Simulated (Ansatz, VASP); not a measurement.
Two plane-wave programs on Al

Contents of POSCAR:

```
Al
1.0
    0.0000000000      2.0088600620      2.0088600620
    2.0088600620      0.0000000000      2.0088600620
    2.0088600620      2.0088600620      0.0000000000
Al
1
Direct
    0.0000000000      0.0000000000      0.0000000000
```

INCAR.step1

```
SYSTEM = Al
ALGO     = Normal         ! electronic algorithm
EDIFF    = 1E-4           ! SCF threshold, eV
ENCUT    = 520            ! plane-wave cutoff, eV
GGA      = PE             ! functional
ISMEAR   = 0              ! smearing method
LASPH    = .TRUE.         ! aspherical terms in the spheres
LCHARG   = .FALSE.        ! write CHGCAR
LREAL    = .FALSE.        ! projectors in reciprocal space
LWAVE    = .TRUE.         ! write WAVECAR
NBANDS   = 8              ! bands
NELM     = 60             ! most SCF steps
PREC     = Accurate       ! precision mode
SIGMA    = 0.05           ! smearing width, eV
```

File INCAR.step2:

```
SYSTEM = Al
ALGO     = Normal         ! electronic algorithm
EDIFF    = 1E-6           ! SCF threshold, eV
ENCUT    = 520            ! plane-wave cutoff, eV
ISIF     = 2              ! what is computed and relaxed
ISMEAR   = 0              ! smearing method
ISTART   = 1            
LASPH    = .TRUE.         ! aspherical terms in the spheres
LCHARG   = .FALSE.        ! write CHGCAR
LMIXTAU  = .TRUE.       
LREAL    = .FALSE.        ! projectors in reciprocal space
LWAVE    = .FALSE.        ! write WAVECAR
METAGGA  = R2SCAN         ! meta-GGA
NBANDS   = 8              ! bands
NELM     = 60             ! most SCF steps
PREC     = Accurate       ! precision mode
SIGMA    = 0.05           ! smearing width, eV
```

KPOINTS

```
k-points
0
G
  18 18 18
  0 0 0
```

Input for Ansatz:

```yaml
crystal:
  lattice:
    - [0.0, 2.008860062, 2.008860062]
    - [2.008860062, 0.0, 2.008860062]
    - [2.008860062, 2.008860062, 0.0]
  atoms:
    - { symbol: Al, position: [0.0, 0.0, 0.0] }
basis:
  ecutwfc: 500
  ecutrho_ratio: 4
kpoints:
  mp_grid: { grid: [18, 18, 18] }
hamiltonian:
  xc: r2scan
scf:
  occupations: { method: gaussian, width: 0.05 }
output:
  forces: true
  stress: true
  eigenvalues: true
```

Alike in both runs: task single point; functional r2SCAN; k mesh 18 × 18 × 18; occupations gaussian, width 0.05 eV; no spin polarisation.

|  | VASP | Ansatz |
| --- | --- | --- |
| version | VASP 6.6.1 | Ansatz 0.2.0 |
| potentials or method | VASP PAW PBE potentials, release 64 (Al) | scalar-relativistic, plane waves, PAW |
| plane-wave cutoff (eV) | 520 | 500 |
| valence electrons in the cell | 3 | 3 |

|  | VASP | Ansatz | Ansatz less VASP |
| --- | --- | --- | --- |
| gap on the k mesh at the Fermi level (eV) | none | none | - |
| pressure (GPa) | -2.0 | -1.7 | +0.30 |

A gap of «none» marks a metal or a gap that the smearing closes.

Caveats: the PAW data sets were made with another functional, which shifts forces and pressure a little (VASP).
